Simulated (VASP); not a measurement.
Input of a VASP 6.6.1 run:

The input INCAR:

```
SYSTEM = Bi
PREC = Accurate ; ENCUT = 520
EDIFF = 1E-6 ; ISMEAR = 0
SIGMA = 0.1 ; LREAL = .False.
LASPH = .True. ; NELM = 100
ALGO = Normal ; ISIF = 2
LWAVE = .False. ; LCHARG = .False.
GGA = PE ; IVDW = 12
NBANDS = 14
```

The input KPOINTS:

```
Automatic mesh
0
Gamma
  6 6 6
  0 0 0
```

POSCAR

```
Bi
1.0
   -4.2574820000      4.2574820000      1.4305640000
    4.2574820000     -4.2574820000      1.4305640000
    4.2574820000      4.2574820000     -1.4305640000
Bi
1
Direct
    0.0000000000      0.0000000000      0.0000000000
```

Potentials or basis: VASP PAW PBE potentials, release 64 (Bi_d).

Run with:

```bash
$ cat potpaw_PBE.64/Bi_d/POTCAR > POTCAR
$ mpirun -np 1 vasp_std > vasp.out
```

(1) Predict the pressure.

(2) What does it give for the dispersion energy per atom?

(3) What does it give for the band gap on the k mesh?

## Answers

(1) 1.1 GPa.

(2) -0.123 eV.

(3) none (metal or under the smearing width).

Caveat: the k mesh is coarse (spacing up to 0.39 Å⁻¹), so the values aren't converged; spin-orbit coupling is left out, which moves the levels of the heavy elements; pairwise dispersion overbinds metals, which lowers pressure and volume.
